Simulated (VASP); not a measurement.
# Ru (P6_3/mmc) in VASP: a series of runs

The runs below take Ru through single point, with PBEsol.

All numbers are computed with VASP 6.6.1; they aren't measurements. Logs are shortened: lines on timing, memory, paths and dates and some standing lists are left out, and cuts for length are marked.

## 1. The undisturbed crystal

Symmetry: P6_3/mmc, No. 194, hexagonal system. Conventional cell: a = 2.706 Å, b = 2.706 Å, c = 4.282 Å, α = 90.00°, β = 90.00°, γ = 120.00°. Ru (site symmetry -6m2) is surrounded by 12 Ru at 2.65 to 2.71 Å.

## 2. Single point, PBEsol (grid = ENCUT=400 dk=0.6 cell=2x2x1 ISMEAR=1 SIGMA=0.1 LREAL=Auto EDIFF=1e-06)

INCAR

```
SYSTEM = Ru
ALGO = Fast
EDIFF = 1E-6
ENCUT = 400
GGA = PS
ISIF = 2
ISMEAR = 1
LASPH = .TRUE.
LCHARG = .FALSE.
LREAL = Auto
LWAVE = .FALSE.
NBANDS = 64
NELM = 120
PREC = Accurate
SIGMA = 0.1
```

KPOINTS

```
k-points
0
G
  3 3 3
  0 0 0
```

POSCAR

```
Ru
1.0
    5.4116000000      0.0000000000      0.0000000000
   -2.7058000000      4.6865830752      0.0000000000
    0.0000000000      0.0000000000      4.2819000000
Ru
8
Direct
    0.3333333334      0.1666666666      0.7500000000
    0.3333333334      0.6666666666      0.7500000000
    0.8333333333      0.1666666666      0.7500000000
    0.8333333333      0.6666666666      0.7500000000
    0.1666666666      0.3333333334      0.2500000000
    0.1666666666      0.8333333333      0.2500000000
    0.6666666666      0.3333333334      0.2500000000
    0.6666666666      0.8333333333      0.2500000000
```

Potentials or basis: VASP PAW PBE potentials, release 64 (Ru_pv).

On the command line:

```sh
$ cat potpaw_PBE.64/Ru_pv/POTCAR > POTCAR
$ mpirun -np 1 vasp_std > vasp.out
```

OUTCAR:

```text
SYSTEM = Ru
   EDIFF = 1E-6
   ENCUT = 400
   GGA = PS
   ISIF = 2
   ISMEAR = 1
   LASPH = .TRUE.
   LREAL = Auto
   NELM = 120
   PREC = Accurate

 Found      6 irreducible k-points:

 Following reciprocal coordinates:
            Coordinates               Weight
  0.000000  0.000000  0.000000      1.000000
  0.333333  0.000000  0.000000      6.000000
  0.333333  0.333333  0.000000      2.000000
  0.000000  0.000000  0.333333      2.000000
  0.333333  0.000000  0.333333     12.000000
  0.333333  0.333333  0.333333      4.000000
   k-points           NKPTS =      6   k-points in BZ     NKDIM =      6   number of bands    NBANDS=     64
   number of dos      NEDOS =    301   number of ions     NIONS =      8
   total plane-waves  NPLWV =  36288
   dimension x,y,z NGX =    36 NGY =   36 NGZ =   28
   dimension x,y,z NGXF=    72 NGYF=   72 NGZF=   56
   ions per type =               8
   NGX,Y,Z   is equivalent  to a cutoff of  11.06, 11.06, 10.87 a.u.
   NGXF,Y,Z  is equivalent  to a cutoff of  22.12, 22.12, 21.74 a.u.
 SYSTEM =  Ru
   PREC   = accura    normal or accurate (medium, high low for compatibility)
   ISTART =      0    job   : 0-new  1-cont  2-samecut
   ICHARG =      2    charge: 1-file 2-atom 10-const
   ISPIN  =      1    spin polarized calculation?
   LNONCOLLINEAR =      F non collinear calculations
   LSORBIT =      F    spin-orbit coupling
   LASPH  =      T    aspherical Exc in radial PAW
   ENCUT  =  400.0 eV  29.40 Ry    5.42 a.u.   8.82  8.82  6.98*2*pi/ulx,y,z
   NELM   =    120;   NELMIN=  2; NELMDL= -5     # of ELM steps
   EDIFF  = 0.1E-05   stopping-criterion for ELM
   LREAL  =      T    real-space projection
   EDIFFG = 0.1E-04   stopping-criterion for IOM
   NSW    =      0    number of steps for IOM
   IBRION =     -1    ionic relax: 0-MD 1-quasi-New 2-CG
   NFREE  =      0    steps in history (QN), initial steepest desc. (CG)
   ISIF   =      2    stress and relaxation
   ISYM   =      2    0-nonsym 1-usesym 2-fastsym
   POTIM  = 0.5000    time-step for ionic-motion
   TEBEG  =    0.0;   TEEND  =   0.0 temperature during run
   PSTRESS=    0.0 pullay stress
   NELECT =     112.0000    total number of electrons
   NUPDOWN=      -1.0000    fix difference up-down
   EMIN   =  10.00;   EMAX   =-10.00  energy-range for DOS
   EFERMI =   0.00;   METHOD = LEGACY
   ISMEAR =     1;   SIGMA  =   0.10  broadening in eV -4-tet -1-fermi 0-gaus
   EFERMI_NEDOS =   21; number of points for ismear=-14 and -15
   IALGO  =     68    algorithm
   IMIX   =      4    mixing-type and parameters
     AMIX     =   0.40;   BMIX     =  1.00
     AMIX_MAG =   1.60;   BMIX_MAG =  1.00
  volume/ion in A,a.u.               =      13.57        91.61
  Fermi-wavevector in a.u.,A,eV,Ry     =   1.654022  3.125649 37.222674  2.735789
  Thomas-Fermi vector in A             =   2.742361
   LORBIT       =      0    0 simple, 1 ext, 2 COOP (PROOUT), +10 PAW based schemes
   GGA     = PS    functional components
   LHFCALC =     F    Hartree Fock is set to
   AEXX    =    0.0000 exact exchange contribution
   IVDW    =     0    specifies the selected vdW correction
   LEPSILON=     F    determine dielectric tensor
   LRPA    =     F    only Hartree local field effects (RPA)
 non-spin polarized calculation
 RMM-DIIS sequential band-by-band and
 Methfessel and Paxton  Order N= 1 SIGMA  =   0.10
  energy-cutoff  :      400.00
  volume of cell :      108.60
 maximum number of plane-waves:      1987
 NGX is ok and might be reduce to    36
   NGX = 17   NGY = 17   NGZ = 13

 number of electron     112.0000029 magnetization

 Free energy of the ion-electron system (eV)
  ---------------------------------------------------
  ext. energy  EPLUGINS =         0.00000000
  ---------------------------------------------------
  free energy    TOTEN  =       -81.01641081 eV

  energy without entropy =      -81.01960454  energy(sigma->0) =      -81.01747538

 E-fermi :  12.6665     XC(G=0): -14.2836

 val. band max:       12.6013027751   @ k =   0.3333   0.3333   0.0000
 cond. band min:      12.7419400739   @ k =   0.3333   0.0000   0.3333
 fundamental gap:      0.1406372988
 Fermi energy:        12.6664812812

 k-point     1 :       0.0000    0.0000    0.0000
  band No.  band energies     occupation
      1     -30.9073      2.00000
      2     -30.7217      2.00000
      3     -30.7217      2.00000
      4     -30.7217      2.00000
      5     -30.5296      2.00000
      6     -30.5296      2.00000
[... 56 lines left out ...]
     63      14.5753     -0.00000
     64      14.6354     -0.00000

 k-point     2 :       0.3333    0.0000    0.0000
  band No.  band energies     occupation
      1     -30.8160      2.00000
      2     -30.6245      2.00000
      3     -30.6245      2.00000
      4     -30.5914      2.00000
      5     -30.5344      2.00000
      6     -30.4674      2.00000
[... 56 lines left out ...]
     63      14.1998     -0.00000
     64      14.3542     -0.00000

 k-point     3 :       0.3333    0.3333    0.0000
  band No.  band energies     occupation
      1     -30.6556      2.00000
      2     -30.6556      2.00000
      3     -30.6556      2.00000
      4     -30.5835      2.00000
      5     -30.4086      2.00000
      6     -30.4086      2.00000
[... 56 lines left out ...]
     63      13.7049     -0.00000
     64      14.1600     -0.00000

 k-point     4 :       0.0000    0.0000    0.3333
  band No.  band energies     occupation
      1     -30.8266      2.00000
      2     -30.8266      2.00000
      3     -30.8266      2.00000
      4     -30.7144      2.00000
      5     -30.7144      2.00000
      6     -30.7144      2.00000
[... 56 lines left out ...]
     63      14.3824     -0.00000
     64      14.4745     -0.00000

 k-point     5 :       0.3333    0.0000    0.3333
  band No.  band energies     occupation
      1     -30.7336      2.00000
      2     -30.7336      2.00000
      3     -30.7008      2.00000
      4     -30.6443      2.00000
      5     -30.6443      2.00000
      6     -30.6128      2.00000
[... 56 lines left out ...]
     63      13.8059     -0.00000
     64      14.0076     -0.00000

 k-point     6 :       0.3333    0.3333    0.3333
  band No.  band energies     occupation
      1     -30.6327      2.00000
      2     -30.6327      2.00000
      3     -30.6327      2.00000
      4     -30.6236      2.00000
      5     -30.6236      2.00000
      6     -30.4940      2.00000
[... 56 lines left out ...]
     63      13.8888     -0.00000
     64      13.8896     -0.00000

------------------------ aborting loop because EDIFF is reached ----------------------------------------

  FORCE on cell =-STRESS in cart. coord.  units (eV):
  Direction    XX          YY          ZZ          XY          YZ          ZX
  --------------------------------------------------------------------------------------
  -------------------------------------------------------------------------------------
  Total       -2.8988905     -2.8988905     -7.4016951      0.0000000      0.0000000      0.0000000
  in kB      -42.7684851    -42.7684851   -109.2001525      0.0000000      0.0000000      0.0000000
  external PRESSURE =     -64.9123742 kB  Pullay stress =       0.0000000 kB

 VOLUME and BASIS-vectors are now :
 -----------------------------------------------------------------------------
  energy-cutoff  :      400.00
  volume of cell :      108.60
      direct lattice vectors                 reciprocal lattice vectors
     5.411600000  0.000000000  0.000000000     0.184788233  0.106687536  0.000000000
    -2.705800000  4.686583075  0.000000000     0.000000000  0.213375072  0.000000000
     0.000000000  0.000000000  4.281900000     0.000000000  0.000000000  0.233541185

 POSITION                                       TOTAL-FORCE (eV/Angst)
 -----------------------------------------------------------------------------------
      1.35290      0.78110      3.21143         0.000000      0.000000      0.000000
      0.00000      3.12439      3.21143        -0.000000      0.000000     -0.000000
      4.05870      0.78110      3.21143         0.000000     -0.000000     -0.000000
      2.70580      3.12439      3.21143        -0.000000      0.000000      0.000000
     -0.00000      1.56219      1.07048        -0.000000     -0.000000      0.000000
     -1.35290      3.90549      1.07048         0.000000      0.000000     -0.000000
      2.70580      1.56219      1.07048         0.000000     -0.000000     -0.000000
      1.35290      3.90549      1.07048        -0.000000     -0.000000      0.000000
 -----------------------------------------------------------------------------------
    total drift:                                0.000001      0.000001      0.000000

  FREE ENERGIE OF THE ION-ELECTRON SYSTEM (eV)
  ---------------------------------------------------
  free  energy   TOTEN  =       -81.0164108058 eV

  energy  without entropy=      -81.0196045364  energy(sigma->0) =      -81.01747538
```

Wall time 63 s (1 thread of Intel Xeon Platinum 8488C (Sapphire Rapids), shared host); peak memory 0.18 GiB.

The run converged, but some of its settings lie outside the range that counts as converged, so its numbers aren't taken as properties of the crystal.

What came out:

```yaml
Free_energy: -81.0164 eV
Pressure: -6.5 GPa
Band_gap_on_the_k_mesh: none (metal or under the smearing width)
```

Caveat: the k mesh is coarse (spacing up to 0.49 Å⁻¹), so the values aren't converged; the PAW data sets were made with another functional, which shifts forces and pressure a little.

## 3. Single point, PBEsol (grid = ENCUT=280 dk=0.35 cell=2x2x1 ISMEAR=1 SIGMA=0.1 LREAL=Auto EDIFF=1e-06)

Edit INCAR of step 2 so:

```diff
@@ -3,3 +3,3 @@
 EDIFF = 1E-6
-ENCUT = 400
+ENCUT = 280
 GGA = PS
```

KPOINTS

```
k-points
0
G
  4 4 5
  0 0 0
```

POSCAR is that of step 2.

Potentials or basis: VASP PAW PBE potentials, release 64 (Ru_pv).

On the command line:

```sh
$ cat potpaw_PBE.64/Ru_pv/POTCAR > POTCAR
$ mpirun -np 1 vasp_std > vasp.out
```

OUTCAR:

```text
SYSTEM = Ru
   EDIFF = 1E-6
   ENCUT = 280
   GGA = PS
   ISIF = 2
   ISMEAR = 1
   LASPH = .TRUE.
   LREAL = Auto
   NELM = 120
   PREC = Accurate

 Found     12 irreducible k-points:

 Following reciprocal coordinates:
            Coordinates               Weight
  0.000000  0.000000  0.000000      1.000000
  0.250000  0.000000  0.000000      6.000000
  0.500000  0.000000  0.000000      3.000000
  0.250000  0.250000  0.000000      6.000000
  0.000000  0.000000  0.200000      2.000000
  0.250000  0.000000  0.200000     12.000000
   k-points           NKPTS =     12   k-points in BZ     NKDIM =     12   number of bands    NBANDS=     64
   number of dos      NEDOS =    301   number of ions     NIONS =      8
   total plane-waves  NPLWV =  21600
   dimension x,y,z NGX =    30 NGY =   30 NGZ =   24
   dimension x,y,z NGXF=    60 NGYF=   60 NGZF=   48
   ions per type =               8
   NGX,Y,Z   is equivalent  to a cutoff of   9.22,  9.22,  9.32 a.u.
   NGXF,Y,Z  is equivalent  to a cutoff of  18.43, 18.43, 18.64 a.u.
 SYSTEM =  Ru
   PREC   = accura    normal or accurate (medium, high low for compatibility)
   ISTART =      0    job   : 0-new  1-cont  2-samecut
   ICHARG =      2    charge: 1-file 2-atom 10-const
   ISPIN  =      1    spin polarized calculation?
   LNONCOLLINEAR =      F non collinear calculations
   LSORBIT =      F    spin-orbit coupling
   LASPH  =      T    aspherical Exc in radial PAW
   ENCUT  =  280.0 eV  20.58 Ry    4.54 a.u.   7.38  7.38  5.84*2*pi/ulx,y,z
   NELM   =    120;   NELMIN=  2; NELMDL= -5     # of ELM steps
   EDIFF  = 0.1E-05   stopping-criterion for ELM
   LREAL  =      T    real-space projection
   EDIFFG = 0.1E-04   stopping-criterion for IOM
   NSW    =      0    number of steps for IOM
   IBRION =     -1    ionic relax: 0-MD 1-quasi-New 2-CG
   NFREE  =      0    steps in history (QN), initial steepest desc. (CG)
   ISIF   =      2    stress and relaxation
   ISYM   =      2    0-nonsym 1-usesym 2-fastsym
   POTIM  = 0.5000    time-step for ionic-motion
   TEBEG  =    0.0;   TEEND  =   0.0 temperature during run
   PSTRESS=    0.0 pullay stress
   NELECT =     112.0000    total number of electrons
   NUPDOWN=      -1.0000    fix difference up-down
   EMIN   =  10.00;   EMAX   =-10.00  energy-range for DOS
   EFERMI =   0.00;   METHOD = LEGACY
   ISMEAR =     1;   SIGMA  =   0.10  broadening in eV -4-tet -1-fermi 0-gaus
   EFERMI_NEDOS =   21; number of points for ismear=-14 and -15
   IALGO  =     68    algorithm
   IMIX   =      4    mixing-type and parameters
     AMIX     =   0.40;   BMIX     =  1.00
     AMIX_MAG =   1.60;   BMIX_MAG =  1.00
  volume/ion in A,a.u.               =      13.57        91.61
  Fermi-wavevector in a.u.,A,eV,Ry     =   1.654022  3.125649 37.222674  2.735789
  Thomas-Fermi vector in A             =   2.742361
   LORBIT       =      0    0 simple, 1 ext, 2 COOP (PROOUT), +10 PAW based schemes
   GGA     = PS    functional components
   LHFCALC =     F    Hartree Fock is set to
   AEXX    =    0.0000 exact exchange contribution
   IVDW    =     0    specifies the selected vdW correction
   LEPSILON=     F    determine dielectric tensor
   LRPA    =     F    only Hartree local field effects (RPA)
 non-spin polarized calculation
 RMM-DIIS sequential band-by-band and
 Methfessel and Paxton  Order N= 1 SIGMA  =   0.10
  energy-cutoff  :      280.00
  volume of cell :      108.60
 maximum number of plane-waves:      1188
 NGX is ok and might be reduce to    30
   NGX = 15   NGY = 15   NGZ = 11

 number of electron     112.0000127 magnetization

 Free energy of the ion-electron system (eV)
  ---------------------------------------------------
  ext. energy  EPLUGINS =         0.00000000
  ---------------------------------------------------
  free energy    TOTEN  =       -81.60696745 eV

  energy without entropy =      -81.60523944  energy(sigma->0) =      -81.60639145

 E-fermi :  12.7026     XC(G=0): -14.2869

 val. band max:       12.6919715968   @ k =   0.2500   0.0000   0.4000
 cond. band min:      12.7213622259   @ k =   0.2500   0.0000   0.4000
 fundamental gap:      0.0293906291
 Fermi energy:        12.7026083331

 k-point     1 :       0.0000    0.0000    0.0000
  band No.  band energies     occupation
      1     -30.9016      2.00000
      2     -30.7053      2.00000
      3     -30.7053      2.00000
      4     -30.7053      2.00000
      5     -30.5132      2.00000
      6     -30.5132      2.00000
[... 391 lines left out ...]
     63      14.0243     -0.00000
     64      14.4241     -0.00000

 [... further k-points ...]
[... 5 lines left out ...]
  --------------------------------------------------------------------------------------
  -------------------------------------------------------------------------------------
  Total       -4.7199854     -4.7199854     -5.6441416      0.0000000      0.0000000      0.0000000
  in kB      -69.6358231    -69.6358231    -83.2702667      0.0000000      0.0000000      0.0000000
  external PRESSURE =     -74.1806376 kB  Pullay stress =       0.0000000 kB

 VOLUME and BASIS-vectors are now :
 -----------------------------------------------------------------------------
  energy-cutoff  :      280.00
  volume of cell :      108.60
      direct lattice vectors                 reciprocal lattice vectors
     5.411600000  0.000000000  0.000000000     0.184788233  0.106687536  0.000000000
    -2.705800000  4.686583075  0.000000000     0.000000000  0.213375072  0.000000000
     0.000000000  0.000000000  4.281900000     0.000000000  0.000000000  0.233541185

 POSITION                                       TOTAL-FORCE (eV/Angst)
 -----------------------------------------------------------------------------------
      1.35290      0.78110      3.21143         0.000000     -0.000000      0.000000
      0.00000      3.12439      3.21143         0.000000     -0.000000     -0.000000
      4.05870      0.78110      3.21143         0.000000     -0.000000      0.000000
      2.70580      3.12439      3.21143        -0.000000     -0.000000     -0.000000
     -0.00000      1.56219      1.07048        -0.000000      0.000000     -0.000000
     -1.35290      3.90549      1.07048         0.000000      0.000000      0.000000
      2.70580      1.56219      1.07048         0.000000      0.000000      0.000000
      1.35290      3.90549      1.07048        -0.000000      0.000000     -0.000000
 -----------------------------------------------------------------------------------
    total drift:                                0.000001      0.000001      0.000000

  FREE ENERGIE OF THE ION-ELECTRON SYSTEM (eV)
  ---------------------------------------------------
  free  energy   TOTEN  =       -81.6069674515 eV

  energy  without entropy=      -81.6052394422  energy(sigma->0) =      -81.60639145
```

Run time: 82 s. Hardware: 1 thread of Intel Xeon Platinum 8488C (Sapphire Rapids), shared host; peak memory 0.16 GiB.

The run converged, but some of its settings lie outside the range that counts as converged, so its numbers aren't taken as properties of the crystal.

Results:

| Item | Value |
| --- | --- |
| Free energy | -81.6070 eV |
| Pressure | -7.4 GPa |
| Band gap on the k mesh | none (metal or under the smearing width) |

Caveat: the cutoff is under 1.25 times the usual one of these potentials, so pressure, stress and relaxed cells hold a basis-set (Pulay) error; the PAW data sets were made with another functional, which shifts forces and pressure a little.

## 4. Single point, PBEsol (grid = ENCUT=400 dk=0.45 cell=2x2x1 ISMEAR=1 SIGMA=0.1 LREAL=Auto EDIFF=1e-06)

Edit INCAR of step 3 so:

```diff
@@ -3,3 +3,3 @@
 EDIFF = 1E-6
-ENCUT = 280
+ENCUT = 400
 GGA = PS
```

KPOINTS

```
k-points
0
G
  3 3 4
  0 0 0
```

POSCAR is that of step 3.

On the command line:

```sh
$ cat potpaw_PBE.64/Ru_pv/POTCAR > POTCAR
$ mpirun -np 1 vasp_std > vasp.out
```

Wall time 85 s (1 thread of Intel Xeon Platinum 8488C (Sapphire Rapids), shared host); peak memory 0.19 GiB.

These settings aren't checked as converged: the numbers below hold their error.

Results:

```yaml
Free_energy: -81.0323 eV
Pressure: -6.5 GPa
Band_gap_on_the_k_mesh: none (metal or under the smearing width)
```

Caveat: the k mesh is coarse (spacing up to 0.45 Å⁻¹), so the values aren't converged; the PAW data sets were made with another functional, which shifts forces and pressure a little.

## 5. Single point, PBEsol (grid = ENCUT=340 dk=0.35 cell=2x2x1 ISMEAR=1 SIGMA=0.1 LREAL=Auto EDIFF=1e-06)

Edit INCAR of step 4 so:

```diff
@@ -3,3 +3,3 @@
 EDIFF = 1E-6
-ENCUT = 400
+ENCUT = 340
 GGA = PS
```

KPOINTS

```
k-points
0
G
  4 4 5
  0 0 0
```

POSCAR is that of step 4.

On the command line:

```sh
$ cat potpaw_PBE.64/Ru_pv/POTCAR > POTCAR
$ mpirun -np 1 vasp_std > vasp.out
```

Run time: 2 min. Hardware: 1 thread of Intel Xeon Platinum 8488C (Sapphire Rapids), shared host; peak memory 0.19 GiB.

The run converged, but some of its settings lie outside the range that counts as converged, so its numbers aren't taken as properties of the crystal.

Results:

```yaml
Free_energy: -81.5181 eV
Pressure: -8.5 GPa
Band_gap_on_the_k_mesh: none (metal or under the smearing width)
```

Caveat: the PAW data sets were made with another functional, which shifts forces and pressure a little.

## 6. The reference run

An earlier run on the cell as given: functional PBE; potentials or basis VASP PAW PBE potentials, release 64 (Ru_pv); cutoff 520 eV; k mesh 11 × 11 × 6; occupations fermi-dirac, width 0.05 eV; no spin polarisation.

* Pressure: 4.5 GPa
* Band gap on the k mesh: none (metal or under the smearing width)
